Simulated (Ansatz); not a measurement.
# Si: the cost of one run

Program: Ansatz 0.2.0. Level of theory: DFT PBEsol, plane waves, PAW, scalar-relativistic, no spin polarisation. These are calculated values, not measurements.

## 1. The structure to begin with

The cell holds 16 atoms (Si16): a = 8.045 Å, b = 8.045 Å, c = 8.045 Å, α = 60.00°, β = 60.00°, γ = 60.00°.

Structure file:

```xyz
16
Lattice="0.0000 5.6890 5.6890 5.6890 0.0000 5.6890 5.6890 5.6890 0.0000" Properties=species:S:1:pos:R:3 pbc="T T T"
Si    0.0000    0.0000    0.0000
Si    1.4222    1.4222    1.4222
Si    2.8445    2.8445    0.0000
Si    4.2667    4.2667    1.4222
Si    2.8445    0.0000    2.8445
Si    4.2667    1.4222    4.2667
Si    5.6890    2.8445    2.8445
Si    7.1112    4.2667    4.2667
Si    0.0000    2.8445    2.8445
Si    1.4222    4.2667    4.2667
Si    2.8445    5.6890    2.8445
Si    4.2667    7.1112    4.2667
Si    2.8445    2.8445    5.6890
Si    4.2667    4.2667    7.1112
Si    5.6890    5.6890    5.6890
Si    7.1112    7.1112    7.1112
```

## 2. Run 1

130 steps of 1.5 fs under a Langevin thermostat at 4200 K.

File input.yaml:

```yaml
accuracy: low
crystal:
  lattice:
    - [0.0, 5.688954, 5.688954]
    - [5.688954, 0.0, 5.688954]
    - [5.688954, 5.688954, 0.0]
  atoms:
    - { symbol: Si, position: [0.0, 0.0, 0.0] }
    - { symbol: Si, position: [0.125, 0.125, 0.125] }
    - { symbol: Si, position: [0.0, 0.0, 0.5] }
    - { symbol: Si, position: [0.125, 0.125, 0.625] }
    - { symbol: Si, position: [0.0, 0.5, 0.0] }
    - { symbol: Si, position: [0.125, 0.625, 0.125] }
    - { symbol: Si, position: [0.0, 0.5, 0.5] }
    - { symbol: Si, position: [0.125, 0.625, 0.625] }
    - { symbol: Si, position: [0.5, 0.0, 0.0] }
    - { symbol: Si, position: [0.625, 0.125, 0.125] }
    - { symbol: Si, position: [0.5, 0.0, 0.5] }
    - { symbol: Si, position: [0.625, 0.125, 0.625] }
    - { symbol: Si, position: [0.5, 0.5, 0.0] }
    - { symbol: Si, position: [0.625, 0.625, 0.125] }
    - { symbol: Si, position: [0.5, 0.5, 0.5] }
    - { symbol: Si, position: [0.625, 0.625, 0.625] }
basis:
  ecutwfc: 420.0
kpoints:
  mp_grid: { grid: [2, 2, 2] }
hamiltonian:
  xc: pbesol
scf:
  occupations: { method: fermi_dirac, width: 0.36 }
  lower_state_search: "off"
md:
  timestep: 1.5
  n_steps: 130
  ensemble: nvt_langevin
  temperature: 4200.0
  initial_velocities: maxwell_boltzmann
  seed: 770269
  friction: 0.02
```

Launch:

```bash
> ansatz run input.yaml --threads 1 --pin off --max-ram 3072MiB --backend cpu --events-out ev --progress --plain --runs-dir out
```

**Question.** How long does this run take on 1 thread of Intel Xeon 6975P-C (Granite Rapids), shared host, and how much memory does it need?

About 8.1 min, with a peak of 0.85 GiB.
